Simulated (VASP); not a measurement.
Here is a VASP 6.6.1 calculation.

POSCAR

```
Yb
1.0
    3.8799000000      0.0000000000      0.0000000000
   -1.9399500000      3.3600919641      0.0000000000
    0.0000000000      0.0000000000      6.3859000000
Yb
2
Cartesian
    1.9399500002      1.1200306546      4.7894250000
   -0.0000000002      2.2400613095      1.5964750000
```

Contents of INCAR.step1:

```
SYSTEM = Yb
  ALGO = Fast
  EDIFF = 1E-6
  ENCUT = 600
  GGA = PE
  ISIF = 2
  ISMEAR = 1
  ISPIN = 2
  LASPH = .True.
  LCHARG = .True.
  LMAXMIX = 6
  LREAL = .False.
  LWAVE = .False.
  MAGMOM = 1 -1
  NELM = 120
  PREC = Accurate
  SIGMA = 0.1
```

The input KPOINTS.step1:

```
k-points
0
Gamma
  8 8 4
  0 0 0
```

File INCAR.step2:

```
SYSTEM = Yb
  ALGO = Fast
  EDIFF = 1E-6
  ENCUT = 600
  GGA = PE
  ICHARG = 11
  ISIF = 2
  ISMEAR = -5
  ISPIN = 2
  LASPH = .True.
  LCHARG = .False.
  LMAXMIX = 6
  LORBIT = 11
  LREAL = .False.
  LWAVE = .False.
  MAGMOM = 1 -1
  NEDOS = 2001
  NELM = 120
  PREC = Accurate
  SIGMA = 0.1
```

The input KPOINTS.step2:

```
k-points
0
Gamma
  12 12 6
  0 0 0
```

Potentials or basis: VASP PAW PBE potentials, release 64 (Yb_2), 4f in core.

The run is started by

```sh
$ cat potpaw_PBE.64/Yb_2/POTCAR > POTCAR
$ cp INCAR.step1 INCAR
$ cp KPOINTS.step1 KPOINTS
$ mpirun -np 1 vasp_std > vasp.out
$ cp INCAR.step2 INCAR
$ cp KPOINTS.step2 KPOINTS
$ mpirun -np 1 vasp_std > vasp.out
```

(1) What does it give for the net moment?

Results:

(1) 0.00 μB per cell.
